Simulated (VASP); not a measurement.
# SnO in VASP: notebook, part 2 of 2

VASP 6.6.1.

## Step 3: Single point, PBE

This run uses another cell than the first one, of 52.68 Å³/atom, 1.687 times its volume.

File INCAR:

```
  ALGO = Normal
  DIPOL = 0.5 0.5 0.500
  EDIFF = 1E-7
  ENCUT = 280
  GGA = PE
  IDIPOL = 3
  ISIF = 2
  ISMEAR = 0
  LASPH = T
  LCHARG = F
  LDIPOL = T
  LREAL = F
  LVACPOTAV = T
  LVHAR = T
  LWAVE = F
  NBANDS = 32
  NELM = 120
  PREC = Accurate
  SIGMA = 0.05
```

File KPOINTS:

```
k-points
0
Gamma
  6 6 1
```

File POSCAR:

```
SnO
1.0
    3.7986313300      0.0000000000      0.0000000000
   -0.5079724300      3.7645137800      0.0000000000
    0.0000000000      0.0000000000     14.7355200000
Sn O
2 2
Direct
    0.0000000000      0.0000000000      0.4083113456
    0.4410000000      0.5590000000      0.5939525717
    0.0700000000      0.5700000000      0.4988680413
    0.4300000000      0.9300000000      0.4988680413
```

Potentials or basis: VASP PAW PBE potentials, release 64 (Sn_d, O).

On the command line:

```bash
$ cat potpaw_PBE.64/Sn_d/POTCAR potpaw_PBE.64/O/POTCAR > POTCAR
$ mpirun -np 1 vasp_std > vasp.out
```

OUTCAR:

```text
EDIFF = 1E-7
   ENCUT = 280
   GGA = PE
   ISIF = 2
   ISMEAR = 0
   LASPH = T
   LREAL = F
   NELM = 120
   PREC = Accurate

 Found     13 irreducible k-points:

 Following reciprocal coordinates:
            Coordinates               Weight
  0.000000  0.000000  0.000000      1.000000
  0.166667  0.000000  0.000000      4.000000
  0.333333  0.000000  0.000000      4.000000
  0.500000  0.000000  0.000000      2.000000
  0.166667  0.166667  0.000000      2.000000
  0.333333  0.166667  0.000000      4.000000
   k-points           NKPTS =     13   k-points in BZ     NKDIM =     13   number of bands    NBANDS=     32
   number of dos      NEDOS =    301   number of ions     NIONS =      4
   total plane-waves  NPLWV =  46080
   dimension x,y,z NGX =    24 NGY =   24 NGZ =   80
   dimension x,y,z NGXF=    48 NGYF=   48 NGZF=  160
   ions per type =               2   2
   NGX,Y,Z   is equivalent  to a cutoff of  10.50, 10.50,  9.03 a.u.
   NGXF,Y,Z  is equivalent  to a cutoff of  21.01, 21.01, 18.05 a.u.
 SYSTEM =  unknown system
   PREC   = accura    normal or accurate (medium, high low for compatibility)
   ISTART =      0    job   : 0-new  1-cont  2-samecut
   ICHARG =      2    charge: 1-file 2-atom 10-const
   ISPIN  =      1    spin polarized calculation?
   LNONCOLLINEAR =      F non collinear calculations
   LSORBIT =      F    spin-orbit coupling
   LASPH  =      T    aspherical Exc in radial PAW
   ENCUT  =  280.0 eV  20.58 Ry    4.54 a.u.   5.18  5.18 20.10*2*pi/ulx,y,z
   NELM   =    120;   NELMIN=  2; NELMDL= -5     # of ELM steps
   EDIFF  = 0.1E-06   stopping-criterion for ELM
   LREAL  =      F    real-space projection
   EDIFFG = 0.1E-05   stopping-criterion for IOM
   NSW    =      0    number of steps for IOM
   IBRION =     -1    ionic relax: 0-MD 1-quasi-New 2-CG
   NFREE  =      0    steps in history (QN), initial steepest desc. (CG)
   ISIF   =      2    stress and relaxation
   ISYM   =      2    0-nonsym 1-usesym 2-fastsym
   POTIM  = 0.5000    time-step for ionic-motion
   TEBEG  =    0.0;   TEEND  =   0.0 temperature during run
   PSTRESS=    0.0 pullay stress
   NELECT =      40.0000    total number of electrons
   NUPDOWN=      -1.0000    fix difference up-down
   EMIN   =  10.00;   EMAX   =-10.00  energy-range for DOS
   EFERMI =   0.00;   METHOD = LEGACY
   ISMEAR =     0;   SIGMA  =   0.05  broadening in eV -4-tet -1-fermi 0-gaus
   EFERMI_NEDOS =   21; number of points for ismear=-14 and -15
   IALGO  =     38    algorithm
   IMIX   =      4    mixing-type and parameters
     AMIX     =   0.40;   BMIX     =  1.00
     AMIX_MAG =   1.60;   BMIX_MAG =  1.00
  volume/ion in A,a.u.               =      52.68       355.50
  Fermi-wavevector in a.u.,A,eV,Ry     =   0.940866  1.777978 12.044263  0.885228
  Thomas-Fermi vector in A             =   2.068320
   LORBIT       =      0    0 simple, 1 ext, 2 COOP (PROOUT), +10 PAW based schemes
   GGA     = PE    functional components
   LHFCALC =     F    Hartree Fock is set to
   AEXX    =    0.0000 exact exchange contribution
   IVDW    =     0    specifies the selected vdW correction
   LEPSILON=     F    determine dielectric tensor
   LRPA    =     F    only Hartree local field effects (RPA)
 non-spin polarized calculation
 Gauss-broadening in eV      SIGMA  =   0.05
  energy-cutoff  :      280.00
  volume of cell :      210.72
 maximum number of plane-waves:      2258
 NGX is ok and might be reduce to    24
   NGX = 11   NGY = 11   NGZ = 41

 dipolmoment           0.000000      0.000000     -0.000744 electrons x Angstroem

 number of electron      39.9999946 magnetization

 dipolmoment           0.000000      0.000000      0.001904 electrons x Angstroem

 Free energy of the ion-electron system (eV)
  ---------------------------------------------------
  ext. energy  EPLUGINS =         0.00000000
  ---------------------------------------------------
  free energy    TOTEN  =       -18.99640798 eV

  energy without entropy =      -18.99483414  energy(sigma->0) =      -18.99562106

 E-fermi :   0.6491     XC(G=0):  -4.5031

 val. band max:        0.6033808304   @ k =  -0.1667   0.1667   0.0000
 cond. band min:       0.6723808633   @ k =   0.5000   0.5000   0.0000
 fundamental gap:      0.0690000329
 Fermi energy:         0.6490616589

 k-point     1 :       0.0000    0.0000    0.0000
  band No.  band energies     occupation
      1     -22.2945      2.00000
      2     -21.8881      2.00000
      3     -21.6903      2.00000
      4     -21.6606      2.00000
      5     -21.6376      2.00000
      6     -21.6289      2.00000
[... 24 lines left out ...]
     31       7.8911      0.00000
     32       8.6405      0.00000

 k-point     2 :       0.1667    0.0000    0.0000
  band No.  band energies     occupation
      1     -22.3160      2.00000
      2     -21.8736      2.00000
      3     -21.6835      2.00000
      4     -21.6632      2.00000
      5     -21.6381      2.00000
      6     -21.6316      2.00000
[... 24 lines left out ...]
     31       8.6175      0.00000
     32       8.7551      0.00000

 k-point     3 :       0.3333    0.0000    0.0000
  band No.  band energies     occupation
      1     -22.3549      2.00000
      2     -21.8533      2.00000
      3     -21.6746      2.00000
      4     -21.6678      2.00000
      5     -21.6380      2.00000
      6     -21.6341      2.00000
[... 24 lines left out ...]
     31       7.8862      0.00000
     32       8.3652      0.00000

 k-point     4 :       0.5000    0.0000    0.0000
  band No.  band energies     occupation
      1     -22.3718      2.00000
      2     -21.8471      2.00000
      3     -21.6745      2.00000
      4     -21.6677      2.00000
      5     -21.6389      2.00000
      6     -21.6318      2.00000
[... 24 lines left out ...]
     31       7.9412      0.00000
     32       8.6760      0.00000

 k-point     5 :       0.1667    0.1667    0.0000
  band No.  band energies     occupation
      1     -22.3379      2.00000
      2     -21.8526      2.00000
      3     -21.6780      2.00000
      4     -21.6665      2.00000
      5     -21.6341      2.00000
      6     -21.6283      2.00000
[... 24 lines left out ...]
     31       9.1549      0.00000
     32       9.4402      0.00000

 k-point     6 :       0.3333    0.1667    0.0000
  band No.  band energies     occupation
      1     -22.3718      2.00000
      2     -21.8394      2.00000
      3     -21.6738      2.00000
      4     -21.6676      2.00000
      5     -21.6358      2.00000
      6     -21.6293      2.00000
[... 24 lines left out ...]
     31       7.9167      0.00000
     32       8.7694      0.00000

 [... further k-points ...]

------------------------ aborting loop because EDIFF is reached ----------------------------------------

  FORCE on cell =-STRESS in cart. coord.  units (eV):
  Direction    XX          YY          ZZ          XY          YZ          ZX
  --------------------------------------------------------------------------------------
  -------------------------------------------------------------------------------------
  Total       -6.3962413     -4.1154764    -13.8489063      8.4512174     -2.9817673      3.4111308
  in kB      -48.6333202    -31.2917028   -105.2990750     64.2581701    -22.6716341     25.9362660
  external PRESSURE =     -61.7413660 kB  Pullay stress =       0.0000000 kB

 VOLUME and BASIS-vectors are now :
 -----------------------------------------------------------------------------
  energy-cutoff  :      280.00
  volume of cell :      210.72
      direct lattice vectors                 reciprocal lattice vectors
     3.798631330  0.000000000  0.000000000     0.263252712  0.035522548  0.000000000
    -0.507972430  3.764513780  0.000000000     0.000000000  0.265638555  0.000000000
     0.000000000  0.000000000 14.735520000     0.000000000  0.000000000  0.067863231

 POSITION                                       TOTAL-FORCE (eV/Angst)
 -----------------------------------------------------------------------------------
      0.00000      0.00000      6.01668        -0.676468      0.591318      1.546084
      1.39124      2.10436      8.75220         1.522831     -1.331146      0.509650
     -0.02364      2.14577      7.35108        -6.457372     -6.533200     -1.027867
      1.16100      3.50100      7.35108         5.611009      7.273028     -1.027867
 -----------------------------------------------------------------------------------
    total drift:                                0.000286     -0.000250     -0.001622

  FREE ENERGIE OF THE ION-ELECTRON SYSTEM (eV)
  ---------------------------------------------------
  free  energy   TOTEN  =       -18.9964079828 eV

  energy  without entropy=      -18.9948341409  energy(sigma->0) =      -18.99562106

 vacuum level on the upper side and lower side of the slab         3.645         3.621
```

stdout:

```text
POSCAR found type information on POSCAR SnO
 POSCAR found :  2 types and       4 ions
 scaLAPACK will be used
 LDA part: xc-table for (Slater+PW92), standard interpolation
 POSCAR, INCAR and KPOINTS ok, starting setup
 FFT: planning ... GRIDC
 FFT: planning ... GRID_SOFT
 FFT: planning ... GRID
 WAVECAR not read
 entering main loop
 -----------------------------------------------------------------------------
|                                                                             |
|           W    W    AA    RRRRR   N    N  II  N    N   GGGG   !!!           |
|           W    W   A  A   R    R  NN   N  II  NN   N  G    G  !!!           |
|           W    W  A    A  R    R  N N  N  II  N N  N  G       !!!           |
|           W WW W  AAAAAA  RRRRR   N  N N  II  N  N N  G  GGG   !            |
|           WW  WW  A    A  R   R   N   NN  II  N   NN  G    G                |
|           W    W  A    A  R    R  N    N  II  N    N   GGGG   !!!           |
|                                                                             |
|     Did not find any points to average over, which means that no vacuum     |
|     field-free region was found. Please increase the size of  your cell     |
|     in the dimension of the dipole correction to obtain accurate            |
|     workfunction values.                                                    |
|                                                                             |
 -----------------------------------------------------------------------------
```

Run time: 36 s. Hardware: 1 thread of AMD EPYC 9R45 (Zen 5), shared host; peak memory 0.17 GiB.

The run converged, but a check on its numbers failed (symmetry, net force, bounds or a known fault of this set-up), so they aren't taken as properties of the slab.

Caveat: the cutoff lies under the usual one of these potentials, so the numbers hold a large basis-set error; spin-orbit coupling is left out, which moves the levels of the heavy elements.

## Step 4: Single point, PBE

This run uses another cell than the first one, of 45.53 Å³/atom, 1.458 times its volume.

Edit INCAR of step 3 so:

```diff
@@ -3,3 +3,3 @@
   EDIFF = 1E-7
-  ENCUT = 280
+  ENCUT = 460
   GGA = PE
```

File KPOINTS:

```
k-points
0
Gamma
  5 5 1
```

File POSCAR:

```
SnO
1.0
    3.7986313300      0.0000000000      0.0000000000
   -0.5079724300      3.7645137800      0.0000000000
    0.0000000000      0.0000000000     12.7355200000
Sn O
2 2
Direct
    0.0000000000      0.0000000000      0.3939124590
    0.4410000000      0.5590000000      0.6087069864
    0.0700000000      0.5700000000      0.4986902773
    0.4300000000      0.9300000000      0.4986902773
```

On the command line:

```bash
$ cat potpaw_PBE.64/Sn_d/POTCAR potpaw_PBE.64/O/POTCAR > POTCAR
$ mpirun -np 1 vasp_std > vasp.out
```

Run time: 42 s. Hardware: 1 thread of AMD EPYC 9R45 (Zen 5), shared host; peak memory 0.21 GiB.

The run converged, but some of its settings lie outside the range that counts as converged, so its numbers aren't taken as properties of the slab.

Results:

| Quantity | Value |
| --- | --- |
| Free energy | -18.7451 eV |
| Largest force | 9.502 eV/Å |
| Band gap on the k mesh | 0.24 eV, indirect (least direct gap 0.38 eV) |
| Ionisation potential of the upper face | 2.97 eV |

Caveat: the cutoff is under 1.25 times the usual one of these potentials, so pressure, stress and relaxed cells hold a basis-set (Pulay) error; spin-orbit coupling is left out, which moves the levels of the heavy elements.

## Step 5: Single point, PBE

This run uses another cell than the first one, of 38.38 Å³/atom, 1.229 times its volume.

INCAR is that of step 4.

File KPOINTS:

```
k-points
0
Gamma
  6 6 1
```

File POSCAR:

```
SnO
1.0
    3.7986313300      0.0000000000      0.0000000000
   -0.5079724300      3.7645137800      0.0000000000
    0.0000000000      0.0000000000     10.7355200000
Sn O
2 2
Direct
    0.0000000000      0.0000000000      0.3741486207
    0.4410000000      0.5590000000      0.6289588208
    0.0700000000      0.5700000000      0.4984462793
    0.4300000000      0.9300000000      0.4984462793
```

Potentials or basis: VASP PAW PBE potentials, release 64 (Sn_d, O).

On the command line:

```bash
$ cat potpaw_PBE.64/Sn_d/POTCAR potpaw_PBE.64/O/POTCAR > POTCAR
$ mpirun -np 1 vasp_std > vasp.out
```

OUTCAR:

```text
EDIFF = 1E-7
   ENCUT = 460
   GGA = PE
   ISIF = 2
   ISMEAR = 0
   LASPH = T
   LREAL = F
   NELM = 120
   PREC = Accurate

 Found     13 irreducible k-points:

 Following reciprocal coordinates:
            Coordinates               Weight
  0.000000  0.000000  0.000000      1.000000
  0.166667  0.000000  0.000000      4.000000
  0.333333  0.000000  0.000000      4.000000
  0.500000  0.000000  0.000000      2.000000
  0.166667  0.166667  0.000000      2.000000
  0.333333  0.166667  0.000000      4.000000
   k-points           NKPTS =     13   k-points in BZ     NKDIM =     13   number of bands    NBANDS=     32
   number of dos      NEDOS =    301   number of ions     NIONS =      4
   total plane-waves  NPLWV =  62720
   dimension x,y,z NGX =    28 NGY =   28 NGZ =   80
   dimension x,y,z NGXF=    56 NGYF=   56 NGZF=  160
   ions per type =               2   2
   NGX,Y,Z   is equivalent  to a cutoff of  12.25, 12.25, 12.39 a.u.
   NGXF,Y,Z  is equivalent  to a cutoff of  24.51, 24.51, 24.78 a.u.
 SYSTEM =  unknown system
   PREC   = accura    normal or accurate (medium, high low for compatibility)
   ISTART =      0    job   : 0-new  1-cont  2-samecut
   ICHARG =      2    charge: 1-file 2-atom 10-const
   ISPIN  =      1    spin polarized calculation?
   LNONCOLLINEAR =      F non collinear calculations
   LSORBIT =      F    spin-orbit coupling
   LASPH  =      T    aspherical Exc in radial PAW
   ENCUT  =  460.0 eV  33.81 Ry    5.81 a.u.   6.64  6.64 18.77*2*pi/ulx,y,z
   NELM   =    120;   NELMIN=  2; NELMDL= -5     # of ELM steps
   EDIFF  = 0.1E-06   stopping-criterion for ELM
   LREAL  =      F    real-space projection
   EDIFFG = 0.1E-05   stopping-criterion for IOM
   NSW    =      0    number of steps for IOM
   IBRION =     -1    ionic relax: 0-MD 1-quasi-New 2-CG
   NFREE  =      0    steps in history (QN), initial steepest desc. (CG)
   ISIF   =      2    stress and relaxation
   ISYM   =      2    0-nonsym 1-usesym 2-fastsym
   POTIM  = 0.5000    time-step for ionic-motion
   TEBEG  =    0.0;   TEEND  =   0.0 temperature during run
   PSTRESS=    0.0 pullay stress
   NELECT =      40.0000    total number of electrons
   NUPDOWN=      -1.0000    fix difference up-down
   EMIN   =  10.00;   EMAX   =-10.00  energy-range for DOS
   EFERMI =   0.00;   METHOD = LEGACY
   ISMEAR =     0;   SIGMA  =   0.05  broadening in eV -4-tet -1-fermi 0-gaus
   EFERMI_NEDOS =   21; number of points for ismear=-14 and -15
   IALGO  =     38    algorithm
   IMIX   =      4    mixing-type and parameters
     AMIX     =   0.40;   BMIX     =  1.00
     AMIX_MAG =   1.60;   BMIX_MAG =  1.00
  volume/ion in A,a.u.               =      38.38       259.00
  Fermi-wavevector in a.u.,A,eV,Ry     =   1.045623  1.975941 14.875623  1.093327
  Thomas-Fermi vector in A             =   2.180427
   LORBIT       =      0    0 simple, 1 ext, 2 COOP (PROOUT), +10 PAW based schemes
   GGA     = PE    functional components
   LHFCALC =     F    Hartree Fock is set to
   AEXX    =    0.0000 exact exchange contribution
   IVDW    =     0    specifies the selected vdW correction
   LEPSILON=     F    determine dielectric tensor
   LRPA    =     F    only Hartree local field effects (RPA)
 non-spin polarized calculation
 Gauss-broadening in eV      SIGMA  =   0.05
  energy-cutoff  :      460.00
  volume of cell :      153.52
 maximum number of plane-waves:      3460
 NGX is ok and might be reduce to    28
   NGX = 13   NGY = 13   NGZ = 37

 dipolmoment           0.000000      0.000000     -0.000162 electrons x Angstroem

 number of electron      39.9999996 magnetization

 dipolmoment           0.000000      0.000000      0.002257 electrons x Angstroem

 Free energy of the ion-electron system (eV)
  ---------------------------------------------------
  ext. energy  EPLUGINS =         0.00000000
  ---------------------------------------------------
  free energy    TOTEN  =       -18.74639938 eV

  energy without entropy =      -18.74443681  energy(sigma->0) =      -18.74541809

 E-fermi :   2.0244     XC(G=0):  -5.9669

 val. band max:        1.9864415157   @ k =  -0.3333   0.3333   0.0000
 cond. band min:       2.0367057056   @ k =   0.5000   0.5000   0.0000
 fundamental gap:      0.0502641899
 Fermi energy:         2.0244338650

 k-point     1 :       0.0000    0.0000    0.0000
  band No.  band energies     occupation
      1     -20.9088      2.00000
      2     -20.5589      2.00000
      3     -20.3755      2.00000
      4     -20.3464      2.00000
      5     -20.3238      2.00000
      6     -20.3146      2.00000
[... 199 lines left out ...]
     31      10.6493      0.00000
     32      11.0728      0.00000

 [... further k-points ...]

------------------------ aborting loop because EDIFF is reached ----------------------------------------

  FORCE on cell =-STRESS in cart. coord.  units (eV):
  Direction    XX          YY          ZZ          XY          YZ          ZX
  --------------------------------------------------------------------------------------
  -------------------------------------------------------------------------------------
  Total        6.4987296      8.7133009     -1.0479626      8.2059413     -2.7829680      3.1837046
  in kB       67.8234581     90.9356488    -10.9369758     85.6406323    -29.0442173     33.2264719
  external PRESSURE =      49.2740437 kB  Pullay stress =       0.0000000 kB

 VOLUME and BASIS-vectors are now :
 -----------------------------------------------------------------------------
  energy-cutoff  :      460.00
  volume of cell :      153.52
      direct lattice vectors                 reciprocal lattice vectors
     3.798631330  0.000000000  0.000000000     0.263252712  0.035522548  0.000000000
    -0.507972430  3.764513780  0.000000000     0.000000000  0.265638555  0.000000000
     0.000000000  0.000000000 10.735520000     0.000000000  0.000000000  0.093148725

 POSITION                                       TOTAL-FORCE (eV/Angst)
 -----------------------------------------------------------------------------------
      0.00000      0.00000      4.01668        -0.718232      0.627825      1.406004
      1.39124      2.10436      6.75220         1.588575     -1.388615      0.756412
     -0.02364      2.14577      5.35108        -6.573690     -6.642070     -1.081208
      1.16100      3.50100      5.35108         5.703346      7.402860     -1.081208
 -----------------------------------------------------------------------------------
    total drift:                                0.000664     -0.000581      0.001742

  FREE ENERGIE OF THE ION-ELECTRON SYSTEM (eV)
  ---------------------------------------------------
  free  energy   TOTEN  =       -18.7463993797 eV

  energy  without entropy=      -18.7444368072  energy(sigma->0) =      -18.74541809
```

Run time: 41 s. Hardware: 1 thread of AMD EPYC 9R45 (Zen 5), shared host; peak memory 0.21 GiB.

The run converged, but some of its settings lie outside the range that counts as converged, so its numbers aren't taken as properties of the slab.

Results:

| Item | Value |
| --- | --- |
| Free energy | -18.7464 eV |
| Largest force | 9.407 eV/Å |
| Band gap on the k mesh | 0.05 eV, indirect (least direct gap 0.26 eV) |

Caveat: the cutoff is under 1.25 times the usual one of these potentials, so pressure, stress and relaxed cells hold a basis-set (Pulay) error; spin-orbit coupling is left out, which moves the levels of the heavy elements.
